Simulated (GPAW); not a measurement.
# ZnSe (Stilleite) (F-43m) in GPAW: further runs

The runs below take ZnSe (Stilleite) through band structure, equation of state, with LDA, PBE, optB88-vdW.

Program: GPAW 26.7.0. These are calculated values, not measurements. Logs are shortened: lines on timing, memory, paths and dates and some standing lists are left out, and cuts for length are marked. The log counts tension as positive stress, the text compression.

**Measured values to compare with.**

From “Alloy Disordering Effects on the Thermal Conductivity and Energy Gap Temperature Dependence of Cd1−xZnxSe Ternary Crystals Grown by the Bridgman Method”, 2023, pmc:10253836, for a bulk crystal of ZnSe at 300 K: band gap 2.695 ± 0.003 eV (an exciton energy, a little under the gap).

How close the calculation comes is told below.

### 1 Starting point

Symmetry: F-43m, No. 216, cubic system. Conventional cell: a = 5.668 Å, b = 5.668 Å, c = 5.668 Å, α = 90.00°, β = 90.00°, γ = 90.00°. Se (site symmetry -43m) is surrounded by 4 Zn at 2.45 Å. Zn (site symmetry -43m) has 4 Se at 2.45 Å as nearest neighbours.

### 2 Band structure, LDA, spin-orbit coupling, no magnetisation

File run.py:

```python
import numpy as np
from ase.dft.bandgap import bandgap
from ase.io import read, write
from ase.units import GPa
from gpaw import GPAW, PW
from gpaw.spinorbit import soc_eigenstates

atoms = read('POSCAR')

calc = GPAW(mode=PW(600),
            xc='LDA',
            kpts={'size': (7, 7, 7), 'gamma': True},
            occupations={'name': 'fermi-dirac', 'width': 0.05},
            nbands=18,
            convergence={'density': 1e-05, 'energy': 1e-05},
            maxiter=150,
            txt='gpaw.txt')
atoms.calc = calc
energy = atoms.get_potential_energy()
forces = atoms.get_forces()
stress = atoms.get_stress()
calc.write('gs.gpw')
write('result.traj', atoms)
print(f'Energy: {energy:.6f} eV')
print('Forces (eV/A):')
print(forces.round(4))
print('Stress (GPa):', (stress / GPa).round(3))
print('Fermi level:', round(calc.get_fermi_level(), 4), 'eV')
print(f'Gap: {bandgap(calc)[0]:.4f} eV, direct: {bandgap(calc, direct=True)[0]:.4f} eV')

path = atoms.cell.bandpath('GXWKGLUWLK,UX', npoints=80, eps=1e-4)
bs_calc = calc.fixed_density(kpts=path, symmetry='off', nbands=29,
                             convergence={'bands': 'CBM+6.0', 'eigenstates': 1e-6}, txt='bands.txt')
bs = bs_calc.band_structure()
bs.write('bs.json')
print(f'Gap on the path: {bandgap(bs_calc)[0]:.4f} eV')

soc = soc_eigenstates(bs_calc, theta=90, phi=45)
np.savetxt('soc_bands.dat', soc.eigenvalues(), fmt='%.4f')
mesh = soc_eigenstates('gs.gpw', theta=90, phi=45)
np.savetxt('soc_mesh.dat', mesh.eigenvalues(), fmt='%.4f')
print('Fermi level with spin-orbit coupling:', round(mesh.fermi_level, 4), 'eV')
```

File POSCAR:

```
ZnSe
1.0
    0.0000000000      2.8338000000      2.8338000000
    2.8338000000      0.0000000000      2.8338000000
    2.8338000000      2.8338000000      0.0000000000
Se Zn
1 1
Direct
    0.7500000000      0.7500000000      0.7500000000
    0.0000000000      0.0000000000      0.0000000000
```

Potentials or basis: the program's PAW data sets (release 1.2.1) made for this functional, pw.

Command:

```console
OMP_NUM_THREADS=1 python run.py
```

gpaw.txt:

```text
__  _  _
 | _ |_)|_||  |
 |__||  | ||/\| - 26.7.0

Input parameters:
  mode=PW(ecut=600.0),
  convergence={'density': 1e-05, 'energy': 1e-05},
  kpts=MonkhorstPack(size=(7, 7, 7), gamma=True),
  maxiter=150,
  nbands=18,
  occupations=Occupations(name='fermi-dirac', width=0.05),
  xc=XC(name='LDA')

Diagonalizing LCAO Hamiltonian
Converting LCAO to pw mode

                    Se

       Zn

Atoms  # Å, Bohr magnetons
|   | symbol |        x |        y |        z |    initial magnetic moments |
|---|--------|----------|----------|----------|-----------------------------|
| 0 |     Se | 4.250700 | 4.250700 | 4.250700 | ( 0.0000,  0.0000,  0.0000) |
| 1 |     Zn | 0.000000 | 0.000000 | 0.000000 | ( 0.0000,  0.0000,  0.0000) |

Unit cell  # Å
| periodic |        x |        y |        z |  lengths |    angles |
|----------|----------|----------|----------|----------|-----------|
|      yes | 0.000000 | 2.833800 | 2.833800 | 4.007598 | 60.000000 |
|      yes | 2.833800 | 0.000000 | 2.833800 | 4.007598 | 60.000000 |
|      yes | 2.833800 | 2.833800 | 0.000000 | 4.007598 | 60.000000 |

Number of symmetries: 24
Symmetry operations  # r_c * U_cc + t_c -> r_c
|    | kind |            matrix            |
|----|------|------------------------------|
|  0 |  E   |  1, 0, 0,  0, 1, 0,  0, 0, 1 |
|  1 |  σ   |  1, 0, 0,  0, 0, 1,  0, 1, 0 |
|  2 |  σ   |  1, 0,-1,  0, 1,-1,  0, 0,-1 |
|  3 |  C3  |  1, 0,-1,  0, 0,-1,  0, 1,-1 |
|  4 |  C3  |  1,-1, 0,  0,-1, 1,  0,-1, 0 |
|  5 |  σ   |  1,-1, 0,  0,-1, 0,  0,-1, 1 |
|  6 |  σ   |  0, 1, 0,  1, 0, 0,  0, 0, 1 |
|  7 |  C3  |  0, 1, 0,  0, 0, 1,  1, 0, 0 |
|  8 |  C2  |  0, 1,-1,  1, 0,-1,  0, 0,-1 |
|  9 |  S4  |  0, 1,-1,  0, 0,-1,  1, 0,-1 |
| 10 |  C3  |  0, 0, 1,  1, 0, 0,  0, 1, 0 |
| 11 |  σ   |  0, 0, 1,  0, 1, 0,  1, 0, 0 |
| 12 |  S4  |  0, 0,-1,  1, 0,-1,  0, 1,-1 |
| 13 |  C3  |  0, 0,-1,  0, 1,-1,  1, 0,-1 |
| 14 |  S4  |  0,-1, 1,  1,-1, 0,  0,-1, 0 |
| 15 |  C2  |  0,-1, 1,  0,-1, 0,  1,-1, 0 |
| 16 |  C3  |  0,-1, 0,  1,-1, 0,  0,-1, 1 |
| 17 |  S4  |  0,-1, 0,  0,-1, 1,  1,-1, 0 |
| 18 |  S4  | -1, 1, 0, -1, 0, 1, -1, 0, 0 |
| 19 |  C3  | -1, 1, 0, -1, 0, 0, -1, 0, 1 |
| 20 |  C3  | -1, 0, 1, -1, 1, 0, -1, 0, 0 |
| 21 |  S4  | -1, 0, 1, -1, 0, 0, -1, 1, 0 |
| 22 |  σ   | -1, 0, 0, -1, 1, 0, -1, 0, 1 |
| 23 |  C2  | -1, 0, 0, -1, 0, 1, -1, 1, 0 |

BZ-sampling:
  Number of BZ points: 343
  Number of IBZ points: 20

  Monkhorst-Pack size: [7, 7, 7]
  Monkhorst-Pack shift: [0, 0, 0]

K-points  # in reciprocal-cell coordinates
|     |                                coordinates |     weight |
|-----|--------------------------------------------|------------|
|   0 | (  0.00000000,   0.00000000,   0.00000000) | 0.00291545 |
|   1 | (  0.14285714,   0.14285714,   0.00000000) | 0.01749271 |
|   2 | (  0.14285714,   0.14285714,   0.14285714) | 0.02332362 |
|   3 | (  0.28571429,   0.14285714,   0.14285714) | 0.03498542 |
|   4 | (  0.28571429,   0.28571429,   0.00000000) | 0.01749271 |
|   5 | (  0.28571429,   0.28571429,   0.14285714) | 0.06997085 |
|   6 | (  0.28571429,   0.28571429,   0.28571429) | 0.02332362 |
|   7 | (  0.42857143,  -0.28571429,  -0.28571429) | 0.03498542 |
|   8 | (  0.42857143,   0.28571429,  -0.42857143) | 0.13994169 |
|   9 | (  0.42857143,   0.28571429,  -0.28571429) | 0.06997085 |
| ... |                                            |            |
|  19 | (  0.42857143,   0.42857143,   0.42857143) | 0.02332362 |

Plane wave coefficients: 1532
Cutoff: 600.0 eV

Spin-components: 1 (collinear spins)
Bands:           18
Projectors:      11
Spin-degeneracy: 2
Datatype:        complex128

Parallelization:
  kpt:    1
  domain: 1
  band:   1

Density:
  Valence electrons: 18.0
  Components: 1
  Grid points: [24 24 24]
  Charge: 0.0  # |e|

Potential:
  Grid points: [24 24 24]

species:
  Se:
    name:    Selenium
    Z:       34.0
    valence: 6
    core:    28
    charge:  0.0  # [|e|]
    compensation charges:
      type: gauss
      rc: 0.27  # [Å]
      lmax: 2
    cutoffs:
      filter: 1.77  # [Å]
      core: 2.67  # [Å]
    projectors
    | kind |    occ | energy [eV] | rcut [Å] |
    |------|--------|-------------|----------|
    |   4s |  2.000 |     -17.472 |    0.847 |
    |   4p |  4.000 |      -6.656 |    1.005 |
    |    s |        |       9.739 |    0.847 |
    |    p |        |      20.555 |    1.005 |
    |    d |        |       0.000 |    0.847 |

    Using partial waves for Se as LCAO basis

  Zn:
    name:    Zinc
    Z:       30.0
    valence: 12
    core:    18
    charge:  0.0  # [|e|]
    compensation charges:
      type: gauss
      rc: 0.37  # [Å]
      lmax: 2
    cutoffs:
      filter: 2.14  # [Å]
      core: 2.28  # [Å]
    projectors
    | kind |    occ | energy [eV] | rcut [Å] |
    |------|--------|-------------|----------|
    |   4s |  2.000 |      -6.218 |    1.286 |
    |   4p |  0.000 |      -1.230 |    1.270 |
    |   3d | 10.000 |     -10.426 |    1.180 |
    |    s |        |      20.994 |    1.286 |
    |    p |        |      25.981 |    1.270 |
    |    d |        |      16.786 |    1.180 |

    Using partial waves for Zn as LCAO basis

Reference energy: -114805.075344  # eV

eigensolver:
  PPCG
  Converge bands: occupied
  niter=2

density mixing:
  MSR1-Mixer
  Pratt-step length: 0.05
  Maximum mixing coefficient: 0.75
  Old densities: 10
  SVD Regularization: 0.005
  Good broyden scale: 1.0
  Trust region scale: 1.0
  Backstep threshold: 4.0
  History deletion threshold: 6.0
  Fourier metric: weight=20.0, sigma=0.015

occupation numbers:
  Fermi-Dirac:
    width: 0.0500  # eV

poisson solver:
  ecut: 4800.0  # eV

xc functional:
  name: None

convergence criteria:
- Maximum integral of absolute [dens]ity change: 1e-05 electrons / valence electron
- Maximum [total energy] change in last 3 cyles: 1e-05 eV / valence electron
- Maximum integral of absolute [eigenst]ate change: 4e-08 eV^2 / valence electron
maximum number of iterations: 150

SCF iterations
|iter     | |      energy | eigst |  dens |
|---------|-|-------------|-------|-------|
|iter:   1| |   -7.696353 | -0.22 |       |
|iter:   2| |   -7.637678 | -2.16 | -1.26 |
|iter:   3| |   -7.447774 | -1.69 | -1.31 |
|iter:   4| |   -7.443417 | -2.81 | -1.85 |
|iter:   5| |   -7.443517 | -4.30 | -2.36 |
|iter:   6| |   -7.443501c| -5.01 | -3.27 |
|iter:   7| |   -7.443507c| -6.34 | -3.69 |
|iter:   8| |   -7.443508c| -7.25 | -4.14 |
|iter:   9| |   -7.443508c| -8.07c| -5.47c|

Converged in 9 steps
Energy contributions relative to reference atoms: (reference = -114805.075344)

Energy contributions:
  Kinetic:           9.785026
  Coulomb:          -8.376735
  Zero:             -0.024505
  External:          0.000000
  Xc:               -8.827294
  Entropy:          -0.000000
  Spinorbit:         0.000000
  ----------------------------
  Free energy:      -7.443508
  Extrapolated:     -7.443508

dipole moment: (-7.150944, -7.150944, -7.150944)  # |e|*Ang

Fermi level: 4.104
Eigenvalues  # (at kpt = [0.000, 0.000, 0.000])
| band index |      eig [eV] | occ [0-2] |
|------------|---------------|-----------|
|          0 |        -9.757 |     2.000 |
|          1 |        -3.076 |     2.000 |
|          2 |        -3.076 |     2.000 |
|          3 |        -3.076 |     2.000 |
|          4 |        -2.717 |     2.000 |
|          5 |        -2.717 |     2.000 |
[... 10 lines left out ...]
|         16 |        16.452 |     0.000 |
|         17 |        16.452 |     0.000 |

Gap: 1.044 eV
Transition (v -> c):
  (s=0, k=0, n=8, [0.00, 0.00, 0.00]) -> (s=0, k=0, n=9, [0.00, 0.00, 0.00])
No difference between direct/indirect transitions

Forces  # eV/Ang
|       x |        y |        z |
|---------|----------|----------|
| 0.00000 | -0.00000 | -0.00000 |  # Se   0
| 0.00000 | -0.00000 |  0.00000 |  # Zn   1

Stress tensor  # eV/Ang^3
|        x |        y |        z |
|----------|----------|----------|
| 0.022622 | 0.000000 | 0.000000 |
| 0.000000 | 0.022622 | 0.000000 |
| 0.000000 | 0.000000 | 0.022622 |

# Writing to gs.gpw (mode='')
```

Wall time 53 s (1 thread of Arm Neoverse V1, shared host); peak memory 0.28 GiB.

What came out:

- Free energy: -7.4435 eV
- Pressure: -3.6 GPa
- Band gap on the k mesh: 0.91 eV, direct
- Band gap along the path: 0.91 eV, direct

Levels at the corners of the path, in eV from the valence-band top:
```csv
point,band 15,band 16,band 17,band 18,band 19,band 20,band 21,band 22
Γ,0.00,0.00,0.00,0.00,0.91,0.91,5.47,5.47
X,-2.43,-2.43,-2.25,-2.25,2.68,2.68,3.19,3.19
W,-3.06,-2.87,-2.82,-2.80,5.11,5.21,5.31,5.41
K,-3.33,-3.21,-1.94,-1.94,3.29,3.30,5.28,5.40
Γ,0.00,0.00,0.00,0.00,0.91,0.91,5.47,5.47
L,-1.14,-1.14,-0.89,-0.89,2.22,2.22,6.13,6.13
U,-3.33,-3.21,-1.94,-1.94,3.29,3.30,5.28,5.40
W,-3.06,-2.87,-2.82,-2.80,5.11,5.21,5.31,5.41
L,-1.14,-1.14,-0.89,-0.89,2.22,2.22,6.13,6.13
K,-3.33,-3.21,-1.94,-1.94,3.29,3.30,5.28,5.40
U,-3.33,-3.21,-1.94,-1.94,3.29,3.30,5.28,5.40
X,-2.43,-2.43,-2.25,-2.25,2.68,2.68,3.19,3.19
```

Caveat: spin-orbit coupling was added after a scalar SCF, so levels and gaps hold it while energy, forces, pressure and moments don't; this program's spin-orbit splittings come out too wide for heavy elements.

[end of part 1 of 2]
